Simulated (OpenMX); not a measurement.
Crystal: MgB2.

```
Mg B
1.0
     3.08500    0.00000    0.00000
    -1.54250    2.67169    0.00000
     0.00000    0.00000    3.52300
Mg B
1 2
Direct
  0.00000 0.00000 0.00000
  0.66667 0.33333 0.50000
  0.33333 0.66667 0.50000
```

Base run:

- Program: OpenMX 3.8.5
- Functional: PBE
- Potentials or basis: OpenMX 2013 PBE set, Mg7.0-s3p2, B7.0-s2p2, grid cutoff 500 Ry
- k mesh: 11 × 11 × 9
- Occupations: fermi-dirac, width 0.05 eV
- Spin: no spin polarisation

Its results: pressure 1.6 GPa; largest force 0.008 eV/Å.

Task: The run is repeated on the same cell with these changes: potentials or basis from OpenMX 2013 PBE set, Mg7.0-s3p2, B7.0-s2p2, grid cutoff 500 Ry to OpenMX 2013 PBE set, Mg7.0-s3p2d2, B7.0-s3p2d2, grid cutoff 500 Ry. What comes out?

Result: Pressure -0.9 GPa; largest force 0.008 eV/Å.

Caveats: the basis of atomic orbitals isn't converged, which shifts pressures, moduli and gaps.

Not every run made on this cell is shown here.
